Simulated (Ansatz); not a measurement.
## MgO2 in Ansatz: the effect of functional

MgO2:

```
CELL_PARAMETERS angstrom
1.60476 0.92651 3.49398
-1.60476 0.92651 3.49398
0.00000 -1.85302 3.49398
ATOMIC_POSITIONS crystal
Mg 0.00000 0.00000 0.00000
O 0.57121 0.57121 0.57121
O 0.42879 0.42879 0.42879
```

The cell comes from a database or a generator and needn't be the stable form of this composition.

Alike in all runs:

```yaml
Program: Ansatz 0.2.0
Task: band structure
Potentials_or_basis: Ansatz PAW
k_mesh: 10 × 10 × 10
Occupations: fermi-dirac, width 0.05 eV
Spin: no spin polarisation
```

```csv
functional,cutoff,gap on the mesh (eV),pressure (GPa),largest force (eV/Å)
LDA,420 eV (not typed: the program's choice for these potentials),2.19,-10.1,0.45
PBEsol,420 eV (not typed: the program's choice for these potentials),?,?,?
r2SCAN,500 eV (not typed: the program's choice for these potentials),2.95,-5.4,0.22
```

**Question.** What does the run with functional PBEsol give?

**Answer.** gap on the mesh 2.23 eV; pressure -4.8 GPa; largest force 0.30 eV/Å.

Caveats: the PAW data sets come from PBE, with cores solved anew for the run's functional, which leaves a small shift of forces and pressure.

